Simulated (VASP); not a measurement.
The system is Li2O.

```
Li O
1.0
     0.00000    2.31350    2.31350
     2.31350    0.00000    2.31350
     2.31350    2.31350    0.00000
Li O
2 1
Direct
  0.25000 0.25000 0.25000
  0.75000 0.75000 0.75000
  0.00000 0.00000 0.00000
```

```yaml
Program: VASP 6.6.1
Task: relaxation of cell and atoms
Functional: RPBE
Potentials_or_basis: VASP PAW PBE potentials, release 64 (Li_sv, O)
Cutoff: 600 eV
k_mesh: 8 × 8 × 8
Occupations: gaussian, width 0.02 eV
Spin: no spin polarisation
```

At the start: pressure 3.0 GPa; volume 8.26 Å³/atom.

Problem. How do energy, volume and symmetry change on relaxing?

Solution. Over 3 steps the energy falls by 3.0 meV/atom and the volume is 8.59 Å³/atom (+4.0 %); space group Fm-3m (No. 225, to 0.05 Å).

The path:
| step | energy change (eV) | largest force (eV/Å) | pressure (GPa) | volume (Å³) |
| --- | --- | --- | --- | --- |
| 1 | 0.0000 | 0.0000 | 3.04 | 24.77 |
| 2 | -0.0074 | 0.0000 | 1.20 | 25.33 |
| 3 | -0.0089 | 0.0000 | -0.05 | 25.76 |

Final structure:
```
Li O
1.0
     0.00000    2.34402    2.34402
     2.34402    0.00000    2.34402
     2.34402    2.34402    0.00000
Li O
2 1
Direct
  0.25000 0.25000 0.25000
  0.75000 0.75000 0.75000
  0.00000 0.00000 0.00000
```

Caveat: the cutoff is under 1.25 times the usual one of these potentials, so pressure, stress and relaxed cells hold a basis-set (Pulay) error; the PAW data sets were made with another functional, which shifts forces and pressure a little.
